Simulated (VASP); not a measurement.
MgB2:

```
Mg B
1.0
     3.08500    0.00000    0.00000
    -1.54250    2.67169    0.00000
     0.00000    0.00000    3.52300
Mg B
1 2
Direct
  0.00000 0.00000 0.00000
  0.66667 0.33333 0.50000
  0.33333 0.66667 0.50000
```

Base run:

| Item | Value |
| --- | --- |
| Program | VASP 6.6.1 |
| Functional | PBE |
| Potentials or basis | VASP PAW PBE potentials, release 64 (Mg, B) |
| Cutoff | 520 eV |
| k mesh | 10 × 10 × 8 |
| Occupations | fermi-dirac, width 0.05 eV |
| Spin | no spin polarisation |

Its results: band gap on the k mesh none (metal or under the smearing width); pressure -1.2 GPa.

Q: The run is repeated on the same cell with these changes: functional from PBE to PBEsol. What comes out?

A: Band gap on the k mesh none (metal or under the smearing width); pressure -3.0 GPa.

PBEsol binds more tightly than PBE, so the same cell stands under less pressure.

Caveats: the PAW data sets were made with another functional, which shifts forces and pressure a little (some runs).

Not every run made on this cell is shown here.
